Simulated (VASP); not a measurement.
# VASP 6.6.1, r²SCAN single-point calculation, CdSe (strained zincblende)

INCAR

```
NSW = 0
LCHARG = .TRUE.
LASPH = .TRUE.
IBRION = -1
LWAVE = .FALSE.
LELF = .TRUE.
LREAL = .FALSE.
SIGMA = 0.01
ALGO = Normal
NBANDS = 16
EDIFF = 1E-7
METAGGA = R2SCAN
PREC = Accurate
ISIF = 2
ISMEAR = 0
NELM = 120
ENCUT = 520
```

KPOINTS

```
KPOINTS created by Atomic Simulation Environment
0
Gamma
8 8 8
0 0 0
```

KPOINTS_OPT

```
special points
6
Reciprocal
0.0000000000 0.0000000000 0.0000000000 1
-0.5000000000 -0.5000000000 0.0000000000 1
-0.3750000000 -0.3750000000 0.2500000000 1
-0.3750000000 0.0000000000 0.3750000000 1
0.0000000000 0.0000000000 0.5000000000 1
-0.5000000000 -0.2500000000 0.2500000000 1
```

POSCAR

```
Cd Se
 1.0000000000000000
     0.0000000000000000    3.1904922039999999    3.1904922039999999
     3.1904922039999999    0.0000000000000000    3.1904922039999999
     3.1904922039999999    3.1904922039999999    0.0000000000000000
 Cd  Se
   1   1
Cartesian
  0.0000000000000000  0.0000000000000000  0.0000000000000000
  1.5952461019999999  1.5952461019999999  1.5952461019999999
```

VASP ran with the recommended PBE PAW datasets (18 valence electrons in the cell).

Command

```
mpirun -np 1 vasp_std
```

OSZICAR

```
N       E                     dE             d eps       ncg     rms          rms(c)
DAV:   1     0.719505085696E+02    0.71951E+02   -0.89450E+03   952   0.101E+03
DAV:   2    -0.365069622691E+02   -0.10846E+03   -0.10194E+03  1136   0.243E+02
DAV:   3    -0.407390311413E+02   -0.42321E+01   -0.42234E+01  1088   0.505E+01
DAV:   4    -0.407571865854E+02   -0.18155E-01   -0.18155E-01  1224   0.336E+00
DAV:   5    -0.407573103830E+02   -0.12380E-03   -0.12380E-03  1104   0.242E-01    0.434E+00
DAV:   6    -0.358182130374E+02    0.49391E+01   -0.31796E+00   992   0.226E+01    0.649E+00
DAV:   7    -0.357826600833E+02    0.35553E-01   -0.20704E-01  1088   0.452E+00    0.373E+00
DAV:   8    -0.358002038503E+02   -0.17544E-01   -0.73919E-02  1104   0.277E+00    0.736E-01
DAV:   9    -0.358062133700E+02   -0.60095E-02   -0.96372E-03  1176   0.785E-01    0.260E-01
DAV:  10    -0.358063378713E+02   -0.12450E-03   -0.28910E-03  1096   0.514E-01    0.150E-01
DAV:  11    -0.358062727315E+02    0.65140E-04   -0.14603E-04  1144   0.159E-01    0.789E-02
DAV:  12    -0.358062512953E+02    0.21436E-04   -0.20242E-04  1120   0.157E-01    0.222E-02
DAV:  13    -0.358062497696E+02    0.15257E-05   -0.48433E-06  1096   0.264E-02    0.653E-03
DAV:  14    -0.358062490945E+02    0.67503E-06   -0.89956E-07  1128   0.985E-03    0.138E-03
DAV:  15    -0.358062489938E+02    0.10080E-06   -0.86689E-08   672   0.253E-03    0.321E-04
DAV:  16    -0.358062489950E+02   -0.12551E-08   -0.68370E-09   560   0.564E-04
   1 F= -.35806249E+02 E0= -.35806249E+02  d E =-.633226E-63
       N       E                     dE             ncg
DAV:   1     0.100491162402E+04   -0.30456E+04      200
DAV:   2     0.374958081598E+03   -0.62995E+03      232
DAV:   3     0.351491244814E+03   -0.23467E+02      200
DAV:   4     0.351395723523E+03   -0.95521E-01      280
DAV:   5     0.351395104317E+03   -0.61921E-03      208
DAV:   6     0.351395096594E+03   -0.77231E-05      280
DAV:   7     0.351395096477E+03   -0.11717E-06      216
DAV:   8     0.351395096475E+03   -0.18863E-08      224
```

From OUTCAR

```
k-points           NKPTS =     29   k-points in BZ     NKDIM =     29   number of bands    NBANDS=     16

   NELECT =      18.0000    total number of electrons

   dimension x,y,z NGX =    36 NGY =   36 NGZ =   36
   dimension x,y,z NGXF=    72 NGYF=   72 NGZF=   72

  energy-cutoff  :      520.00
  volume of cell :       64.95
      direct lattice vectors                 reciprocal lattice vectors
     0.000000000  3.190492204  3.190492204    -0.156715631  0.156715631  0.156715631
     3.190492204  0.000000000  3.190492204     0.156715631 -0.156715631  0.156715631
     3.190492204  3.190492204  0.000000000     0.156715631  0.156715631 -0.156715631

 k-points in reciprocal lattice and weights: KPOINTS created by Atomic Simulation Env
   0.00000000  0.00000000  0.00000000       0.002
   0.12500000  0.00000000  0.00000000       0.016
   0.25000000  0.00000000  0.00000000       0.016
   0.37500000  0.00000000  0.00000000       0.016
   0.50000000  0.00000000  0.00000000       0.008
   0.12500000  0.12500000  0.00000000       0.012
   0.25000000  0.12500000  0.00000000       0.047
   0.37500000  0.12500000  0.00000000       0.047
   ...

 E-fermi :  -0.2775

 k-point     1 :       0.0000    0.0000    0.0000
  band No.  band energies     occupation
      1     -12.6853      2.00000
      2      -8.2000      2.00000
      3      -8.2000      2.00000
      4      -8.2000      2.00000
      5      -7.9425      2.00000
      6      -7.9425      2.00000
      7      -0.3938      2.00000
      8      -0.3938      2.00000
      9      -0.3938      2.00000
     10       0.3657      0.00000
     11       6.0304      0.00000
     12       6.0304      0.00000
     13       6.0304      0.00000
     14       9.2499      0.00000
     15      10.9110      0.00000
     16      10.9110      0.00000

 k-point     2 :       0.1250    0.0000    0.0000
  band No.  band energies     occupation
      1     -12.6468      2.00000
      2      -8.1882      2.00000
      3      -8.1882      2.00000
      4      -8.1578      2.00000
      5      -7.9428      2.00000
      6      -7.9428      2.00000
      7      -1.4180      2.00000
      8      -0.4875      2.00000
      9      -0.4875      2.00000
     10       1.2676      0.00000
     11       5.7324      0.00000
     12       6.2016      0.00000
     13       6.2016      0.00000
     14      10.0147      0.00000
     15      10.2013      0.00000
     16      10.2013      0.00000

 k-point     3 :       0.2500    0.0000    0.0000
  band No.  band energies     occupation
      1     -12.5531      2.00000
      2      -8.1624      2.00000
      3      -8.1623      2.00000
      4      -8.0278      2.00000
      5      -7.9405      2.00000
      6      -7.9405      2.00000
      7      -2.6692      2.00000
      8      -0.6981      2.00000
      9      -0.6981      2.00000
     10       2.0294      0.00000
     11       5.7562      0.00000
     12       6.4696      0.00000
     13       6.4696      0.00000
     14       9.8526      0.00000
     15       9.9649      0.00000
     16       9.9649      0.00000

 k-point     4 :       0.3750    0.0000    0.0000
  band No.  band energies     occupation
      1     -12.4587      2.00000
      2      -8.1412      2.00000
      3      -8.1412      2.00000
      4      -7.9325      2.00000
      5      -7.9325      2.00000
      6      -7.8394      2.00000
      7      -3.6447      2.00000
      8      -0.8908      2.00000
      9      -0.8908      2.00000
     10       2.2315      0.00000
     11       6.4841      0.00000
     12       6.4999      0.00000
     13       6.4999      0.00000
     14       9.5474      0.00000
     15      10.7728      0.00000
     16      10.7728      0.00000

 k-point     5 :       0.5000    0.0000    0.0000
  band No.  band energies     occupation
      1     -12.4196      2.00000
      2      -8.1342      2.00000
      3      -8.1342      2.00000
      4      -7.9272      2.00000
      5      -7.9272      2.00000
      6      -7.7344      2.00000
      7      -4.0330      2.00000
      8      -0.9664      2.00000
      9      -0.9664      2.00000
     10       2.2355      0.00000
     11       6.4578      0.00000
     12       6.4578      0.00000
     13       6.9422      0.00000
     14       9.6950      0.00000
     15      11.8767      0.00000
     16      11.8767      0.00000

 k-point     6 :       0.1250    0.1250    0.0000
  band No.  band energies     occupation
      1     -12.6340      2.00000
      2      -8.1767      2.00000
      3      -8.1767      2.00000
      4      -8.1593      2.00000
      5      -7.9491      2.00000
      6      -7.9369      2.00000
      7      -1.4702      2.00000
      8      -0.6465      2.00000
      9      -0.6465      2.00000
     10       1.5678      0.00000
     11       5.3175      0.00000
     12       6.4443      0.00000
     13       6.4443      0.00000
     14       9.1167      0.00000
     15      10.4175      0.00000
     16      11.0560      0.00000

 k-point     7 :       0.2500    0.1250    0.0000
  band No.  band energies     occupation
      1     -12.5589      2.00000
      2      -8.1579      2.00000
      3      -8.1492      2.00000
      4      -8.0654      2.00000
      5      -7.9489      2.00000
      6      -7.9314      2.00000
      7      -2.3939      2.00000
      8      -0.8929      2.00000
      9      -0.8638      2.00000
     10       2.3371      0.00000
     11       5.0433      0.00000
     12       6.6573      0.00000
     13       6.8391      0.00000
     14       8.7203      0.00000
     15      10.8669      0.00000
     16      11.0762      0.00000

 k-point     8 :       0.3750    0.1250    0.0000
  band No.  band energies     occupation
      1     -12.4650      2.00000
      2      -8.1375      2.00000
      3      -8.1256      2.00000
      4      -7.9648      2.00000
      5      -7.9255      2.00000
      6      -7.8674      2.00000
      7      -3.3576      2.00000
      8      -1.1536      2.00000
      9      -1.0776      2.00000
     10       2.7335      0.00000
     11       5.4791      0.00000
     12       6.5656      0.00000
     13       6.9510      0.00000
     14       9.4327      0.00000
     15      10.7792      0.00000
     16      11.3597      0.00000

 k-point     9 :       0.5000    0.1250    0.0000
  band No.  band energies     occupation
      1     -12.4077      2.00000
      2      -8.1258      2.00000
      3      -8.1176      2.00000
      4      -7.9429      2.00000
      5      -7.9255      2.00000
      6      -7.7248      2.00000
      7      -3.9175      2.00000
      8      -1.3944      2.00000
      9      -1.1095      2.00000
     10       2.7915      0.00000
     11       5.8155      0.00000
     12       6.8206      0.00000
     13       6.9858      0.00000
     14      10.0217      0.00000
     15      11.1153      0.00000
     16      11.9309      0.00000

 k-point    10 :      -0.3750    0.1250    0.0000
  band No.  band energies     occupation
      1     -12.4206      2.00000
      2      -8.1252      2.00000
      3      -8.1250      2.00000
      4      -7.9365      2.00000
      5      -7.9352      2.00000
      6      -7.7579      2.00000
      7      -3.7935      2.00000
      8      -1.4658      2.00000
      9      -0.9757      2.00000
     10       2.7902      0.00000
     11       5.9655      0.00000
     12       6.7142      0.00000
     13       6.7426      0.00000
     14      10.3371      0.00000
     15      10.4590      0.00000
     16      11.5768      0.00000

 k-point    11 :      -0.2500    0.1250    0.0000
  band No.  band energies     occupation
      1     -12.4962      2.00000
      2      -8.1476      2.00000
      3      -8.1365      2.00000
      4      -7.9632      2.00000
      5      -7.9477      2.00000
      6      -7.9071      2.00000
      7      -3.0674      2.00000
      8      -1.3110      2.00000
      9      -0.7399      2.00000
     10       2.6341      0.00000
     11       5.6999      0.00000
     12       6.3912      0.00000
     13       6.6079      0.00000
     14       9.4135      0.00000
     15      10.4038      0.00000
     16      11.3164      0.00000

 k-point    12 :      -0.1250    0.1250    0.0000
  band No.  band energies     occupation
      1     -12.5899      2.00000
      2      -8.1752      2.00000
      3      -8.1615      2.00000
      4      -8.0932      2.00000
      5      -7.9486      2.00000
      6      -7.9355      2.00000
      7      -2.1203      2.00000
      8      -0.9211      2.00000
      9      -0.5304      2.00000
     10       1.9933      0.00000
     11       5.4505      0.00000
     12       6.3402      0.00000
     13       6.5160      0.00000
     14       9.3928      0.00000
     15      10.0644      0.00000
     16      10.9360      0.00000

 ...

  Total       -1.8348222     -1.8348222     -1.8348222      0.0000000     -0.0000000      0.0000000
  in kB      -45.2586406    -45.2586406    -45.2586406      0.0000000     -0.0000000      0.0000000
  external PRESSURE =     -45.2586406 kB  Pullay stress =       0.0000000 kB

 POSITION                                       TOTAL-FORCE (eV/Angst)
 -----------------------------------------------------------------------------------
      0.00000      0.00000      0.00000         0.000000      0.000000      0.000000
      1.59525      1.59525      1.59525        -0.000000     -0.000000     -0.000000
 -----------------------------------------------------------------------------------
    total drift:                               -0.000002     -0.000002     -0.000002

  FREE ENERGIE OF THE ION-ELECTRON SYSTEM (eV)
  ---------------------------------------------------
  free  energy   TOTEN  =       -35.8062489950 eV

  energy  without entropy=      -35.8062489950  energy(sigma->0) =      -35.80624900
```

| Quantity | Value |
| --- | --- |
| gap between bands v and c | 0.76 eV |
| least direct gap | 0.76 eV |
| pressure | -4.5 GPa |

Band v is the last that the valence electrons fill when counted band by band, and c is the next.

The run took about 89 s on one core of a shared host (Intel Xeon Platinum 8488C) and held 0.22 GiB at most.
